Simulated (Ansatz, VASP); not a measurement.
# P in VASP and in Ansatz

```
CELL_PARAMETERS angstrom
1.69789 0.98027 3.23315
-1.69789 0.98027 3.23315
0.00000 -1.96055 3.23315
ATOMIC_POSITIONS crystal
P 0.22708 0.22708 0.22708
P 0.77292 0.77292 0.77292
```

Alike in both runs: task single point; functional PBEsol; k mesh 18 × 18 × 18; occupations gaussian, width 0.15 eV; no spin polarisation.

```csv
,VASP,Ansatz
version,VASP 6.6.1,Ansatz 0.2.0
potentials or method,"VASP PAW PBE potentials, release 64 (P)","scalar-relativistic, plane waves, PAW"
plane-wave cutoff (eV),520,420
valence electrons in the cell,10,10
```

|  | VASP | Ansatz | Ansatz less VASP |
| --- | --- | --- | --- |
| gap on the k mesh at the Fermi level (eV) | none | none | - |
| pressure (GPa) | -0.6 | -0.7 | -0.01 |
| largest component of the traceless stress (GPa) | 2.43 | 2.53 | +0.095 |
| rms of the force components (eV/Å) | 0.103 | 0.126 | +0.0228 |

Atom by atom the forces differ by 0.023 eV/Å (rms over components). A gap of «none» marks a metal or a gap that the smearing closes.

Caveats: the PAW data sets were made with another functional, which shifts forces and pressure a little (VASP).
